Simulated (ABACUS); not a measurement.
**Cs under changes of volume**

One of the cells (125.174 Å³/atom); the others are scaled copies at fixed shape and fractional positions:

```
Cs
1.0
    -2.55385    2.55385    9.59607
     2.55385   -2.55385    9.59607
     2.55385    2.55385   -9.59607
Cs
2
Direct
  0.50000 0.50000 0.00000
  0.25000 0.75000 0.50000
```

This isn't the form of Cs at room conditions, which is bcc.

| Property | Result |
| --- | --- |
| Program | ABACUS 3.10.1 |
| Functional | PBE |
| Potentials or basis | PseudoDojo NC SR 0.4.1 PBE standard |
| Cutoff | 680 eV |
| Density cutoff | 2721 eV |
| Basis | plane waves |
| k mesh | 7 × 7 × 7 |
| Occupations | fermi-dirac, width 0.05 eV |
| Spin | no spin polarisation |

```csv
volume (Å³/atom),energy over the lowest point (meV/atom),pressure (GPa)
117.663,?,?
120.167,0.45,0.0
122.670,0.00,0.0
125.174,0.12,0.0
127.677,0.74,-0.1
130.181,1.84,-0.1
132.684,3.35,-0.1
```

Task: What does the run at 117.663 Å³/atom give?

Result: Energy over the lowest point 1.51 meV/atom; pressure 0.1 GPa.

Worked out: A Birch-Murnaghan fit of order 3 (a polynomial in V^(-2/3)) to the other rows has its minimum at 123.38 Å³/atom with B0 = V·E''(V) = 1.7 GPa and B' = 3.8 at fixed shape and positions, which overstates the stiffness. It gives 1.52 meV/atom at 117.663 Å³/atom, against the run's 1.51, and -dE/dV = 0.1 GPa, against 0.1.

Energies are extrapolated to zero smearing.
